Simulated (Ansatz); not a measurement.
Crystal: CdF2.

```
Cd F
1.0
     0.00000    2.69400    2.69400
     2.69400    0.00000    2.69400
     2.69400    2.69400    0.00000
Cd F
1 2
Direct
  0.00000 0.00000 0.00000
  0.75000 0.75000 0.75000
  0.25000 0.25000 0.25000
```

| Property | Result |
| --- | --- |
| Program | Ansatz 0.2.0 |
| Task | relaxation of cell and atoms |
| Functional | revPBE |
| Potentials or basis | Ansatz PAW |
| Cutoff | 420 eV (not typed: the program's choice for these potentials) |
| k mesh | 9 × 9 × 9 |
| Occupations | fermi-dirac, width 0.05 eV |
| Spin | no spin polarisation |

At the start: volume 13.03 Å³/atom.

**Question.** How do energy, volume and symmetry change on relaxing?

**Answer.** It ends after 7 steps and the volume is 14.24 Å³/atom (+9.2 %); space group Fm-3m (No. 225, to 0.05 Å).

Step by step:
```csv
step,energy change (eV),largest force (eV/Å),volume (Å³)
1,0.0000,0.0000,39.10
2,-0.0740,0.0000,42.20
3,-0.0737,0.0000,42.31
4,-0.0927,0.0000,42.31
5,-0.0924,0.0000,42.67
6,-0.0923,0.0000,42.72
7,-0.0936,0.0000,42.72
```

Final structure:
```yaml
crystal:
  lattice:
    - [0.00000, 2.77461, 2.77461]
    - [2.77461, 0.00000, 2.77461]
    - [2.77461, 2.77461, 0.00000]
  atoms:
    - { symbol: Cd, position: [0.00000, 0.00000, 0.00000] }
    - { symbol: F, position: [0.75000, 0.75000, 0.75000] }
    - { symbol: F, position: [0.25000, 0.25000, 0.25000] }
```

Caveat: the plane-wave basis is chosen anew once the cell has moved, so the energies of steps on either side of that aren't comparable; the pressure holds a Pulay correction of +0.6 GPa for the finite cutoff; the PAW data sets come from PBE, with cores solved anew for the run's functional, which leaves a small shift of forces and pressure.
